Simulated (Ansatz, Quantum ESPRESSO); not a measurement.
# 2H-MoTe2, 1 layer: the energy at a withheld member of a series

**Set-up.** Quantum ESPRESSO 7.5, PBE, GBRV ultrasoft. Cell and atoms are first relaxed; each strained cell is then held and the atoms relax in it. A periodic run with 15 Å of vacuum in the starting cell gives the vacuum levels, and bands follow along a path. The series steps biaxial strain. Energies count from the lowest.

```
biaxial strain  energy (eV)
          -4 %       0.1220
          -3 %       0.0672
          -2 %       0.0294
          -1 %       0.0073
           0 %       0.0000
           2 %       0.0264
           3 %       0.0587
           4 %       0.1030
```

**Question.** What is the energy at 1 %?

By hand: The rows at 0 % and 2 % give a slope of (0.0264 − (0.0000))/(2 − (0)) = 0.0132, so a straight line gives 0.0132 eV. A parabola through these and the row at -1 % gives 0.0064 eV.

What the calculation gave: 0.0066 eV. The line misses by +0.0066 and the parabola by −0.0002 eV. The parabola does better.

Caveats: Semilocal gaps are too small; the 1×1 cell can't ripple over many cells under compression as a free sheet would. No spin-orbit coupling.

[Logs are printed without paths, hosts, clocks, repeated set-up lines and the standing remarks that a program may print on its own settings, such as how far it seeks lower states.]
